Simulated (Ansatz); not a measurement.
# WSe2: the cost of one run

Program: Ansatz 0.2.0. Level of theory: DFT PBE, scalar-relativistic, plane waves, PAW. These are calculated values, not measurements.

## 1. The system as given

Symmetry: P-6m2, No. 187, hexagonal system. The conventional cell has a = 3.318 Å, b = 3.318 Å, c = 16.658 Å, α = 90.00°, β = 90.00°, γ = 120.00°. Around W (site symmetry -6m2) lie 6 Se at 2.54 Å. Se (site symmetry 3m) is surrounded by 3 W at 2.54 Å.

Coordinates:

```
CELL_PARAMETERS angstrom
-6.63588 11.49367 0.00000
6.63588 11.49367 0.00000
1.65897 2.87342 -16.65814
ATOMIC_POSITIONS crystal
W 0.50000 0.00000 0.00000
W 0.50000 0.25000 0.00000
W 0.75000 0.00000 0.00000
W 0.00000 0.00000 0.00000
W 0.00000 0.25000 0.00000
W 0.00000 0.50000 0.00000
W 0.00000 0.75000 0.00000
W 0.25000 0.00000 0.00000
W 0.25000 0.25000 0.00000
W 0.25000 0.50000 0.00000
W 0.50000 0.50000 0.00000
W 0.50000 0.75000 0.00000
W 0.75000 0.25000 0.00000
W 0.75000 0.50000 0.00000
W 0.75000 0.75000 0.00000
W 0.25000 0.75000 0.00000
Se 0.83333 0.10828 0.90021
Se 0.33333 0.10828 0.90021
Se 0.33333 0.35828 0.90021
Se 0.33333 0.60828 0.90021
Se 0.58333 0.10828 0.90021
Se 0.58333 0.35828 0.90021
Se 0.83333 0.35828 0.90021
Se 0.83333 0.60828 0.90021
Se 0.83333 0.85828 0.90021
Se 0.08333 0.10828 0.90021
Se 0.08333 0.35828 0.90021
Se 0.08333 0.60828 0.90021
Se 0.08333 0.85828 0.90021
Se 0.33333 0.85828 0.90021
Se 0.58333 0.60828 0.90021
Se 0.58333 0.85828 0.90021
Se 0.83333 0.05839 0.09979
Se 0.33333 0.05839 0.09979
Se 0.33333 0.30839 0.09979
Se 0.33333 0.55839 0.09979
Se 0.58333 0.05839 0.09979
Se 0.58333 0.30839 0.09979
Se 0.83333 0.30839 0.09979
Se 0.83333 0.55839 0.09979
Se 0.83333 0.80839 0.09979
Se 0.08333 0.05839 0.09979
Se 0.08333 0.30839 0.09979
Se 0.08333 0.55839 0.09979
Se 0.08333 0.80839 0.09979
Se 0.33333 0.80839 0.09979
Se 0.58333 0.55839 0.09979
Se 0.58333 0.80839 0.09979
```

The runs take a perfect supercell of 48 atoms; the defect goes to fractional position (0.833, 0.108, 0.900).

## 2. The perfect supercell

input.yaml reads:

```yaml
crystal:
  lattice:
    - [-6.635875, 11.493672, 1.0e-06]
    - [6.635876, 11.493672, 2.0e-06]
    - [1.658969, 2.873418, -16.658142]
  atoms:
    - { symbol: W, position: [0.5, 0.0, 0.0] }
    - { symbol: W, position: [0.5, 0.25, 0.0] }
    - { symbol: W, position: [0.75, 0.0, 0.0] }
    - { symbol: W, position: [0.0, 0.0, 0.0] }
    - { symbol: W, position: [0.0, 0.25, 0.0] }
    - { symbol: W, position: [0.0, 0.5, 0.0] }
    - { symbol: W, position: [0.0, 0.75, 0.0] }
    - { symbol: W, position: [0.25, 0.0, 0.0] }
    - { symbol: W, position: [0.25, 0.25, 0.0] }
    - { symbol: W, position: [0.25, 0.5, 0.0] }
    - { symbol: W, position: [0.5, 0.5, 0.0] }
    - { symbol: W, position: [0.5, 0.75, 0.0] }
    - { symbol: W, position: [0.75, 0.25, 0.0] }
    - { symbol: W, position: [0.75, 0.5, 0.0] }
    - { symbol: W, position: [0.75, 0.75, 0.0] }
    - { symbol: W, position: [0.25, 0.75, 0.0] }
    - { symbol: Se, position: [0.833333, 0.10828, 0.900214] }
    - { symbol: Se, position: [0.333333, 0.10828, 0.900214] }
    - { symbol: Se, position: [0.333333, 0.35828, 0.900214] }
    - { symbol: Se, position: [0.333333, 0.60828, 0.900214] }
    - { symbol: Se, position: [0.583333, 0.10828, 0.900214] }
    - { symbol: Se, position: [0.583333, 0.35828, 0.900214] }
    - { symbol: Se, position: [0.833333, 0.35828, 0.900214] }
    - { symbol: Se, position: [0.833333, 0.60828, 0.900214] }
    - { symbol: Se, position: [0.833333, 0.85828, 0.900214] }
    - { symbol: Se, position: [0.083333, 0.10828, 0.900214] }
    - { symbol: Se, position: [0.083333, 0.35828, 0.900214] }
    - { symbol: Se, position: [0.083333, 0.60828, 0.900214] }
    - { symbol: Se, position: [0.083333, 0.85828, 0.900214] }
    - { symbol: Se, position: [0.333333, 0.85828, 0.900214] }
    - { symbol: Se, position: [0.583333, 0.60828, 0.900214] }
    - { symbol: Se, position: [0.583333, 0.85828, 0.900214] }
    - { symbol: Se, position: [0.833333, 0.058387, 0.099786] }
    - { symbol: Se, position: [0.333333, 0.058387, 0.099786] }
    - { symbol: Se, position: [0.333333, 0.308387, 0.099786] }
    - { symbol: Se, position: [0.333333, 0.558387, 0.099786] }
    - { symbol: Se, position: [0.583333, 0.058387, 0.099786] }
    - { symbol: Se, position: [0.583333, 0.308387, 0.099786] }
    - { symbol: Se, position: [0.833333, 0.308387, 0.099786] }
    - { symbol: Se, position: [0.833333, 0.558387, 0.099786] }
    - { symbol: Se, position: [0.833333, 0.808387, 0.099786] }
    - { symbol: Se, position: [0.083333, 0.058387, 0.099786] }
    - { symbol: Se, position: [0.083333, 0.308387, 0.099786] }
    - { symbol: Se, position: [0.083333, 0.558387, 0.099786] }
    - { symbol: Se, position: [0.083333, 0.808387, 0.099786] }
    - { symbol: Se, position: [0.333333, 0.808387, 0.099786] }
    - { symbol: Se, position: [0.583333, 0.558387, 0.099786] }
    - { symbol: Se, position: [0.583333, 0.808387, 0.099786] }
basis:
  ecutwfc: 420
  fft_grid_basis: typed
kpoints:
  mp_grid: { grid: [1, 1, 1] }
hamiltonian:
  xc: pbe
  pseudopotentials: { kind: paw }
scf:
  occupations: { method: gaussian, width: 0.05 }
output:
  forces: true
  stress: false
  eigenvalues: true
  bader: false
  write_density: true
  volumetric_format: npy
```

On the command line:

```sh
ansatz run input.yaml --threads 8 --pin off --max-ram 16384MiB --backend cpu --events-out ev --progress --plain --runs-dir out
```

Q: Estimate wall time and peak memory on 8 threads of Intel Xeon 6975P-C (Granite Rapids), shared host.

About 7.1 s, with a peak of 3.3 GiB.
